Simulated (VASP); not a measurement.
# Ir (Fmmm) in VASP: further runs

One crystal, Ir, is run at these levels: PBE; tasks: relaxation of cell and atoms, single point.

Program: VASP 6.6.1. These are calculated values, not measurements. Logs are shortened: lines on timing, memory, paths and dates and some standing lists are left out, and cuts for length are marked.

### Step 1. The crystal as given

It takes space group Fmmm (No. 69, orthorhombic). Conventional cell: a = 3.455 Å, b = 4.925 Å, c = 7.817 Å, α = 90.00°, β = 90.00°, γ = 90.00°. Ir (site symmetry mm2) has 1 Ir at 1.36 Å as nearest neighbours.

The cell was built by a generator and needn't be a form met in nature.

### Step 2. Relaxation of cell and atoms, PBE

Contents of INCAR:

```
SYSTEM = Ir
PREC = Accurate
ENCUT = 600
EDIFF = 1E-6
ISMEAR = 0
SIGMA = 0.1
LREAL = .False.
LASPH = .True.
NELM = 100
ALGO = Normal
ISIF = 3
LWAVE = .False.
LCHARG = .False.
GGA = PE
IBRION = 2
NSW = 90
EDIFFG = -0.04
```

Contents of KPOINTS:

```
regular mesh
0
Gamma
  6 6 6
  0 0 0
```

Contents of POSCAR:

```
Ir
1.0
    0.0000000000      2.4626725258      3.9084577817
    1.7274522211      0.0000000000      3.9084577817
    1.7274522211      2.4626725258      0.0000000000
Ir
2
Direct
    0.0871000000      0.0871000000      0.9129000000
    0.9129000000      0.9129000000      0.0871000000
```

Potentials or basis: VASP PAW PBE potentials, release 64 (Ir).

Run with:

```bash
cat potpaw_PBE.64/Ir/POTCAR > POTCAR
mpirun -np 1 vasp_std > vasp.out
```

OUTCAR:

```text
SYSTEM = Ir
   PREC = Accurate
   ENCUT = 600
   EDIFF = 1E-6
   ISMEAR = 0
   LREAL = .False.
   LASPH = .True.
   NELM = 100
   ISIF = 3
   GGA = PE
   IBRION = 2
   NSW = 90
   EDIFFG = -0.04

 ion  position               nearest neighbor table
   1  0.087  0.087  0.913-   2 1.36   2 3.08   2 3.08   2 3.30   2 3.30   2 3.30   2 3.30
   2  0.913  0.913  0.087-   1 1.36   1 3.08   1 3.08   1 3.30   1 3.30   1 3.30   1 3.30

 -----------------------------------------------------------------------------
|                                                                             |
|           W    W    AA    RRRRR   N    N  II  N    N   GGGG   !!!           |
|           W    W   A  A   R    R  NN   N  II  NN   N  G    G  !!!           |
|           W    W  A    A  R    R  N N  N  II  N N  N  G       !!!           |
|           W WW W  AAAAAA  RRRRR   N  N N  II  N  N N  G  GGG   !            |
|           WW  WW  A    A  R   R   N   NN  II  N   NN  G    G                |
|           W    W  A    A  R    R  N    N  II  N    N   GGGG   !!!           |
|                                                                             |
|     The distance between some ions is very small. Please check the          |
|     nearest-neighbor list in the OUTCAR file.                               |
|     I HOPE YOU KNOW WHAT YOU ARE DOING!                                     |
|                                                                             |
 -----------------------------------------------------------------------------

  LATTYP: Found a face centered orthorhombic cell.
 ALAT       =     3.4549044422
 B/A-ratio  =     1.4256096323
 C/A-ratio  =     2.2625562282

  Lattice vectors:

 A1 = (   0.0000000000,   2.4626725258,   3.9084577817)
 A2 = (   1.7274522211,   0.0000000000,   3.9084577817)
 A3 = (   1.7274522211,   2.4626725258,   0.0000000000)

Analysis of symmetry for initial positions (statically):
=====================================================================
 Subroutine PRICEL returns:
 Original cell was already a primitive cell.

 Routine SETGRP: Setting up the symmetry group for a
 face centered orthorhombic supercell.

 Subroutine GETGRP returns: Found  8 space group operations
 (whereof  8 operations were pure point group operations)
 out of a pool of  8 trial point group operations.

The static configuration has the point symmetry D_2h.

Analysis of symmetry for dynamics (positions and initial velocities):
=====================================================================
 Subroutine PRICEL returns:
 Original cell was already a primitive cell.

 Routine SETGRP: Setting up the symmetry group for a
 face centered orthorhombic supercell.

 Subroutine GETGRP returns: Found  8 space group operations
 (whereof  8 operations were pure point group operations)
 out of a pool of  8 trial point group operations.

The dynamic configuration has the point symmetry D_2h.

 Subroutine INISYM returns: Found  8 space group operations
 (whereof  8 operations are pure point group operations),
 and found     1 'primitive' translations

----------------------------------------------------------------------------------------

                                     Primitive cell

  volume of cell :      33.2543

  direct lattice vectors                    reciprocal lattice vectors
     0.000000000  2.462672526  3.908457782    -0.289443606  0.203031461  0.127927696
     1.727452221  0.000000000  3.908457782     0.289443606 -0.203031461  0.127927696
     1.727452221  2.462672526  0.000000000     0.289443606  0.203031461 -0.127927696

  length of vectors
     4.619610178  4.273187734  3.008130174     0.375985200  0.375985200  0.375985200

  position of ions in fractional coordinates (direct lattice)
     0.087100000  0.087100000  0.912900000
     0.912900000  0.912900000  0.087100000

  ion indices of the primitive-cell ions
   primitive index   ion index
                 1           1
                 2           2

----------------------------------------------------------------------------------------

 KPOINTS: regular mesh

Automatic generation of k-mesh.
 Grid dimensions read from file:
 generate k-points for:    6    6    6

 Generating k-lattice:

  Cartesian coordinates                     Fractional coordinates (reciprocal lattice)
    -0.048240601  0.033838577  0.021321283     0.166666667 -0.000000000 -0.000000000
     0.048240601 -0.033838577  0.021321283     0.000000000  0.166666667  0.000000000
     0.048240601  0.033838577 -0.021321283     0.000000000  0.000000000  0.166666667

  Length of vectors
     0.062664200  0.062664200  0.062664200

  Shift w.r.t. Gamma in fractional coordinates (k-lattice)
     0.000000000  0.000000000  0.000000000

 Subroutine IBZKPT returns following result:
 ===========================================

 Found     46 irreducible k-points:

 Following reciprocal coordinates:
            Coordinates               Weight
  0.000000  0.000000  0.000000      1.000000
  0.166667  0.000000  0.000000      8.000000
  0.333333  0.000000  0.000000      8.000000
  0.500000  0.000000  0.000000      4.000000
  0.166667  0.166667  0.000000      2.000000
  0.333333  0.166667  0.000000      8.000000
[... 16 lines left out ...]
 -0.166667  0.166667  0.166667      8.000000
  0.500000  0.333333  0.166667      4.000000
 [... further k-points ...]
   k-points           NKPTS =     46   k-points in BZ     NKDIM =     46   number of bands    NBANDS=     13
   number of dos      NEDOS =    301   number of ions     NIONS =      2
   total plane-waves  NPLWV =  34560
   dimension x,y,z NGX =    40 NGY =   36 NGZ =   24
   dimension x,y,z NGXF=    80 NGYF=   72 NGZF=   48
   ions per type =               2
   NGX,Y,Z   is equivalent  to a cutoff of  14.39, 14.01, 13.26 a.u.
   NGXF,Y,Z  is equivalent  to a cutoff of  28.79, 28.01, 26.53 a.u.
 SYSTEM =  Ir
   PREC   = accura    normal or accurate (medium, high low for compatibility)
   ISTART =      0    job   : 0-new  1-cont  2-samecut
   ICHARG =      2    charge: 1-file 2-atom 10-const
   ISPIN  =      1    spin polarized calculation?
   LNONCOLLINEAR =      F non collinear calculations
   LSORBIT =      F    spin-orbit coupling
   LASPH  =      T    aspherical Exc in radial PAW
   ENCUT  =  600.0 eV  44.10 Ry    6.64 a.u.   9.23  8.53  6.01*2*pi/ulx,y,z
   NELM   =    100;   NELMIN=  2; NELMDL= -5     # of ELM steps
   EDIFF  = 0.1E-05   stopping-criterion for ELM
   LREAL  =      F    real-space projection
   EDIFFG = -.4E-01   stopping-criterion for IOM
   NSW    =     90    number of steps for IOM
   IBRION =      2    ionic relax: 0-MD 1-quasi-New 2-CG
   NFREE  =      1    steps in history (QN), initial steepest desc. (CG)
   ISIF   =      3    stress and relaxation
   ISYM   =      2    0-nonsym 1-usesym 2-fastsym
   POTIM  = 0.5000    time-step for ionic-motion
   TEBEG  =    0.0;   TEEND  =   0.0 temperature during run
   PSTRESS=    0.0 pullay stress
   NELECT =      18.0000    total number of electrons
   NUPDOWN=      -1.0000    fix difference up-down
   EMIN   =  10.00;   EMAX   =-10.00  energy-range for DOS
   EFERMI =   0.00;   METHOD = LEGACY
   ISMEAR =     0;   SIGMA  =   0.10  broadening in eV -4-tet -1-fermi 0-gaus
   EFERMI_NEDOS =   21; number of points for ismear=-14 and -15
   IALGO  =     38    algorithm
   IMIX   =      4    mixing-type and parameters
     AMIX     =   0.40;   BMIX     =  1.00
     AMIX_MAG =   1.60;   BMIX_MAG =  1.00
  volume/ion in A,a.u.               =      16.63       112.21
  Fermi-wavevector in a.u.,A,eV,Ry     =   1.334186  2.521245 24.219072  1.780052
  Thomas-Fermi vector in A             =   2.462987
   LORBIT       =      0    0 simple, 1 ext, 2 COOP (PROOUT), +10 PAW based schemes
   GGA     = PE    functional components
   LHFCALC =     F    Hartree Fock is set to
   AEXX    =    0.0000 exact exchange contribution
   IVDW    =     0    specifies the selected vdW correction
   LEPSILON=     F    determine dielectric tensor
   LRPA    =     F    only Hartree local field effects (RPA)
 conjugate gradient relaxation of ions
 non-spin polarized calculation
 Gauss-broadening in eV      SIGMA  =   0.10
  energy-cutoff  :      600.00
  volume of cell :       33.25
 maximum number of plane-waves:      1129
 NGX is ok and might be reduce to    40
   NGX = 19   NGY = 17   NGZ = 13

--------------------------------------- Ionic step        1  -------------------------------------------

 number of electron      18.0000000 magnetization

 Free energy of the ion-electron system (eV)
  ---------------------------------------------------
  ext. energy  EPLUGINS =         0.00000000
  ---------------------------------------------------
  free energy    TOTEN  =        17.10467847 eV

  energy without entropy =       17.10975508  energy(sigma->0) =       17.10721678

------------------------ aborting loop because EDIFF is reached ----------------------------------------

  FORCE on cell =-STRESS in cart. coord.  units (eV):
  Direction    XX          YY          ZZ          XY          YZ          ZX
  --------------------------------------------------------------------------------------
  -------------------------------------------------------------------------------------
  Total        0.2986075     -2.1775089    157.6123042      0.0000000      0.0000000      0.0000000
  in kB       14.3867675   -104.9113287   7593.6848656      0.0000000      0.0000000      0.0000000
  external PRESSURE =    2501.0534348 kB  Pullay stress =       0.0000000 kB
[... 1649 lines left out ...]
 k-point    24 :       0.5000    0.3333    0.1667
  band No.  band energies     occupation
      1       2.0477      2.00000
      2       3.4773      2.00000
      3       4.9749      2.00000
      4       6.2651      2.00000
      5       6.4456      2.00000
      6       6.9922      2.00000
      7       7.9101      2.00000
      8       8.4701      2.00000
      9       8.5015      2.00000
     10       9.8699      2.00000
     11      11.7731      0.00000
     12      12.1408      0.00000
     13      20.5070      0.00000

 [... further k-points ...]

[... ionic steps 4 to 25 ...]

--------------------------------------- Ionic step       26  -------------------------------------------

 number of electron      18.0000000 magnetization

------------------------ aborting loop because EDIFF is reached ----------------------------------------

  FORCE on cell =-STRESS in cart. coord.  units (eV):
  Direction    XX          YY          ZZ          XY          YZ          ZX
  --------------------------------------------------------------------------------------
  -------------------------------------------------------------------------------------
  Total       -0.2373722     -0.0312236     -0.0851862     -0.0000000      0.0000000      0.0000000
  in kB      -12.3222118     -1.6208482     -4.4220957     -0.0000000      0.0000000      0.0000000
  external PRESSURE =      -6.1217186 kB  Pullay stress =       0.0000000 kB
[... 57 lines left out ...]
  energy  without entropy=      -16.9069471652  energy(sigma->0) =      -16.91331102

--------------------------------------- Ionic step       28  -------------------------------------------

 number of electron      18.0000000 magnetization

 Free energy of the ion-electron system (eV)
  ---------------------------------------------------
  ext. energy  EPLUGINS =         0.00000000
  ---------------------------------------------------
  free energy    TOTEN  =       -16.91971526 eV

  energy without entropy =      -16.90698870  energy(sigma->0) =      -16.91335198

 E-fermi :   8.7497     XC(G=0): -13.4259

 val. band max:        8.7417702909   @ k =  -0.1667   0.5000   0.3333
 cond. band min:       8.7504832657   @ k =  -0.3333   0.3333   0.3333
 fundamental gap:      0.0087129748
 Fermi energy:         8.7497325328

 k-point     1 :       0.0000    0.0000    0.0000
  band No.  band energies     occupation
      1      -1.2156      2.00000
      2       1.5947      2.00000
      3       3.3541      2.00000
      4       5.6449      2.00000
      5       5.7699      2.00000
      6       5.8926      2.00000
      7       6.0314      2.00000
      8       7.6159      2.00000
      9       7.8273      2.00000
     10       8.3328      2.00000
     11       8.7506      0.98981
     12       9.7078      0.00000
[... 398 lines left out ...]
  FREE ENERGIE OF THE ION-ELECTRON SYSTEM (eV)
  ---------------------------------------------------
  free  energy   TOTEN  =       -16.9197152645 eV

  energy  without entropy=      -16.9069887037  energy(sigma->0) =      -16.91335198

 reached required accuracy - stopping structural energy minimisation
```

Run time: 5.5 min. Hardware: 1 thread of Intel Xeon 6975P-C (Granite Rapids), shared host; peak memory 0.2 GiB.

What came out:

```yaml
Free_energy: -16.9197 eV
Relaxed_volume: 15.41 Å³/atom
Relaxed_cell: a = 5.477 Å, b = 5.139 Å, c = 2.678 Å, α = 82.51°, β = 68.49°, γ = 29.00°
Space_group_after_relaxing_to_0.05_Å: Fmmm (No. 69)
Energy_gained_by_relaxing: 17012.2 meV/atom
Ionic_steps: 28
Pressure_after_relaxing: -0.1 GPa
Largest_force_after_relaxing: 0.004 eV/Å
Band_gap_on_the_k_mesh: none (metal or under the smearing width)
```

Forces in eV/Å, atoms in the order of the input:
```
Ir   0.000  0.000 -0.004
Ir   0.000  0.000  0.004
```

Stress tensor (GPa, compression positive):
```
-0.12  0.00  0.00
 0.00 -0.24  0.00
 0.00  0.00 -0.02
```

The path:
```
step  energy change (eV)  largest force (eV/Å)  pressure (GPa)  volume (Å³)
   1              0.0000              118.2304          250.11        33.25
   2             45.8041                1.0516          -47.63       152.38
   3             18.6080                5.7993          -73.04       129.59
   4             24.3198                9.1700           18.12       107.76
   5            -29.2183                2.8422          -30.67        71.05
   6            -29.1510                2.9316          -30.16        68.71
   7            -28.8957                2.5218          -29.38        64.55
   8            -30.0884                1.3270          -38.23        48.99
   9            -23.6287               35.9178           60.42        41.15
  10            -30.1719                1.0567          -38.97        48.33
  11            -31.0465                1.5684          -26.49        44.74
  12            -31.0503                0.5081          -30.27        45.21
  13            -31.0579                1.0179          -28.43        44.97
  14            -31.5974                4.0843           90.35        27.08
  15            -32.9607                2.9106            1.78        33.25
  16            -32.9681                2.9773            4.69        32.87
  17            -33.2651                0.0822           39.11        28.84
  18            -33.5729                0.5791           14.95        30.40
  19            -33.7483                0.0955           -5.21        31.97
  20            -33.9477                0.1940           -2.15        31.36
  21            -34.0151                0.4309           -0.16        30.87
  22            -34.0154                0.4181           -0.36        30.90
  23            -34.0232                0.1441            0.40        30.77
  24            -34.0233                0.1086            0.66        30.76
  25            -34.0240                0.0163           -0.93        30.89
  26            -34.0241                0.0358           -0.61        30.86
  27            -34.0244                0.0180            0.13        30.79
  28            -34.0244                0.0039           -0.12        30.81
```

Final structure:
```
CELL_PARAMETERS angstrom
0.00000 2.31885 4.96147
1.33912 0.00000 4.96147
1.33912 2.31885 0.00000
ATOMIC_POSITIONS crystal
Ir 0.62798 0.62798 0.37202
Ir 0.37202 0.37202 0.62799
```

Caveat: the k mesh is coarse (spacing up to 0.39 Å⁻¹), so the values aren't converged.

### Step 3. Single point, PBE

This run uses another cell than the first one, of 16.04 Å³/atom, 0.965 times its volume.

Contents of INCAR:

```
SYSTEM = Ir
PREC     = Accurate       ! precision mode
ENCUT    = 520            ! plane-wave cutoff, eV
EDIFF    = 1E-7           ! SCF threshold, eV
ISMEAR   = 0              ! smearing method
SIGMA    = 0.1            ! smearing width, eV
LREAL    = .False.        ! projectors in reciprocal space
LASPH    = .True.         ! aspherical terms in the spheres
NELM     = 100            ! most SCF steps
ALGO     = Fast           ! electronic algorithm
ISIF     = 2              ! what is computed and relaxed
LWAVE    = .False.        ! write WAVECAR
LCHARG   = .False.        ! write CHGCAR
GGA      = PE             ! functional
NBANDS   = 16             ! bands
```

Contents of KPOINTS:

```
Automatic mesh
0
Gamma
  28 28 28
  0 0 0
```

Contents of POSCAR:

```
Ir
1.0
   -1.3671916770      1.3671916770      4.2917832425
    1.3671916770     -1.3671916770      4.2917832425
    1.3671916770      1.3671916770     -4.2917832425
Ir
2
Direct
    0.1437726203      0.1437726203      0.0000000000
    0.8562273797      0.8562273797      0.0000000000
```

Potentials or basis: VASP PAW PBE potentials, release 64 (Ir).

Run with:

```bash
cat potpaw_PBE.64/Ir/POTCAR > POTCAR
mpirun -np 1 vasp_std > vasp.out
```

It took 14 min on 1 thread of Intel Xeon 6975P-C (Granite Rapids), shared host; peak memory 0.81 GiB.

Results (log left out):

```yaml
Free_energy: -16.9459 eV
Pressure: 0.3 GPa
Largest_force: 0.031 eV/Å
Band_gap_on_the_k_mesh: none (metal or under the smearing width)
```

Forces on the atoms (eV/Å):
```
Ir   0.000  0.000 -0.031
Ir   0.000  0.000  0.031
```

Levels at points of the mesh, in eV from the Fermi level:
| k point | band 7 | band 8 | band 9 | band 10 | band 11 | band 12 |
| --- | --- | --- | --- | --- | --- | --- |
| (0.00, 0.00, 0.00) | -2.13 | -0.93 | -0.93 | -0.77 | 0.83 | 1.17 |
| (0.50, 0.00, 0.00) | -2.39 | -1.74 | -0.40 | 0.67 | 2.45 | 2.70 |
| (0.50, 0.50, 0.00) | 0.53 | 1.50 | 1.54 | 1.70 | 2.52 | 6.79 |
| (0.50, 0.50, 0.50) | -3.49 | -0.57 | -0.14 | 0.59 | 1.28 | 1.28 |

The run has no spin-orbit coupling, so splittings on Ir are missing.
